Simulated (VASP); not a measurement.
Crystal: HfSiO4.

```
CELL_PARAMETERS angstrom
0.00000 4.32019 4.32019
4.32019 0.00000 4.32019
4.32019 4.32019 0.00000
ATOMIC_POSITIONS crystal
Hf 0.25000 0.25000 0.25000
Hf 0.75000 0.75000 0.75000
Si 0.50000 0.50000 0.50000
Si 0.00000 0.00000 0.00000
O 0.89209 0.89209 0.89209
O 0.89209 0.89209 0.32374
O 0.89209 0.32374 0.89209
O 0.32374 0.89209 0.89209
O 0.10791 0.10791 0.10791
O 0.10791 0.10791 0.67626
O 0.10791 0.67626 0.10791
O 0.67626 0.10791 0.10791
```

The cell was built by a generator and needn't be a form met in nature.

```yaml
Program: VASP 6.6.1
Task: relaxation of cell and atoms
Functional: PBE
Potentials_or_basis: VASP PAW PBE potentials, release 64 (Hf_pv, Si, O)
Cutoff: 520 eV
k_mesh: 3 × 3 × 3
Occupations: gaussian, width 0.15 eV
Spin: no spin polarisation
```

At the start: pressure 32.9 GPa; volume 13.44 Å³/atom.

Q: Where does the relaxation end?

A: Over 8 steps the energy falls by 1191.2 meV/atom and the volume is 15.04 Å³/atom (+11.9 %); space group Fm-3m (No. 225, to 0.05 Å).

The path:
| step | energy change (eV) | largest force (eV/Å) | pressure (GPa) | volume (Å³) |
| --- | --- | --- | --- | --- |
| 1 | 0.0000 | 13.8027 | 32.92 | 161.26 |
| 2 | 7.4124 | 14.8050 | 28.99 | 234.67 |
| 3 | -13.9453 | 1.5114 | -2.22 | 187.91 |
| 4 | -14.1976 | 0.6773 | -1.72 | 185.27 |
| 5 | -14.2798 | 0.0961 | -1.68 | 182.92 |
| 6 | -14.2792 | 0.2480 | -2.08 | 182.47 |
| 7 | -14.2689 | 0.3323 | 2.56 | 177.80 |
| 8 | -14.2947 | 0.0413 | 0.19 | 180.42 |

Final structure:
```
CELL_PARAMETERS angstrom
0.00000 4.48489 4.48489
4.48489 0.00000 4.48489
4.48489 4.48489 0.00000
ATOMIC_POSITIONS crystal
Hf 0.25000 0.25000 0.25000
Hf 0.75000 0.75000 0.75000
Si 0.50000 0.50000 0.50000
Si 0.00000 0.00000 0.00000
O 0.87447 0.87447 0.87447
O 0.87447 0.87447 0.37659
O 0.87447 0.37659 0.87447
O 0.37659 0.87447 0.87447
O 0.12553 0.12553 0.12553
O 0.12553 0.12553 0.62341
O 0.12553 0.62341 0.12553
O 0.62341 0.12553 0.12553
```

Caveat: the k mesh is coarse (spacing up to 0.42 Å⁻¹), so the values aren't converged.
